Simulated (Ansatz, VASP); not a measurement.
## One calculation of P, two programs

INCAR

```
PREC     = Accurate       # precision mode
ENCUT    = 520            # plane-wave cutoff, eV
EDIFF    = 1E-6           # SCF threshold, eV
ISMEAR   = -1             # smearing method
SIGMA    = 0.05           # smearing width, eV
LREAL    = False          # projectors in reciprocal space
LASPH    = True           # aspherical terms in the spheres
NELM     = 60             # most SCF steps
ALGO     = Normal         # electronic algorithm
ISIF     = 2              # what is computed and relaxed
LWAVE    = False          # write WAVECAR
LCHARG   = False          # write CHGCAR
GGA      = PS             # functional
NBANDS   = 12             # bands
```

KPOINTS

```
Automatic mesh
0
Gamma
  9 9 9
```

The input POSCAR:

```
P
1.0
    1.7371541546      1.0029464188      3.1504069738
   -1.7371541546      1.0029464188      3.1504069738
    0.0000000000     -2.0058928376      3.1504069738
P
2
Direct
    0.7729197500      0.7729197500      0.7729197500
    0.2270802500      0.2270802500      0.2270802500
```

The input input.yaml:

```yaml
crystal:
  lattice:
    - [1.7371541546, 1.0029464188, 3.1504069738]
    - [-1.7371541546, 1.0029464188, 3.1504069738]
    - [0.0, -2.0058928376, 3.1504069738]
  atoms:
    - { symbol: P, position: [0.77291975, 0.77291975, 0.77291975] }
    - { symbol: P, position: [0.22708025, 0.22708025, 0.22708025] }
hamiltonian:
  xc: pbesol
  pseudopotentials: { kind: paw }
kpoints:
  mp_grid: { grid: [9, 9, 9] }
scf:
  occupations: { method: fermi_dirac, width: 0.05 }
output:
  forces: true
  stress: true
  eigenvalues: true
```

This isn't the form of P at room conditions, which is orthorhombic.

Alike in both runs: task single point; functional PBEsol; k mesh 9 × 9 × 9; occupations fermi-dirac, width 0.05 eV; no spin polarisation.

|  | VASP | Ansatz |
| --- | --- | --- |
| version | VASP 6.6.1 | Ansatz 0.2.0 |
| potentials or method | VASP PAW PBE potentials, release 64 (P) | Ansatz PAW |
| plane-wave cutoff (eV) | 520 | 420 |
| valence electrons in the cell | 10 | 10 |

Ansatz gave:

```
gap on the k mesh at the Fermi level (eV)       : none
pressure (GPa)                                  : -3.4
largest component of the traceless stress (GPa) : 0.90
rms of the force components (eV/Å)              : 0.083
```

Which values does VASP return?

gap on the k mesh at the Fermi level (eV): none; pressure (GPa): -3.4; largest component of the traceless stress (GPa): 0.74; rms of the force components (eV/Å): 0.067.

Atom by atom the forces differ by 0.016 eV/Å (rms over components). A gap of «none» marks a metal or a gap that the smearing closes. With one functional, cell and mesh, what is left measures potentials, basis and numerics.

Caveats: the PAW data sets were made with another functional, which shifts forces and pressure a little (VASP); the PAW data sets come from PBE, with cores solved anew for the run's functional, which leaves a small shift of forces and pressure (Ansatz).
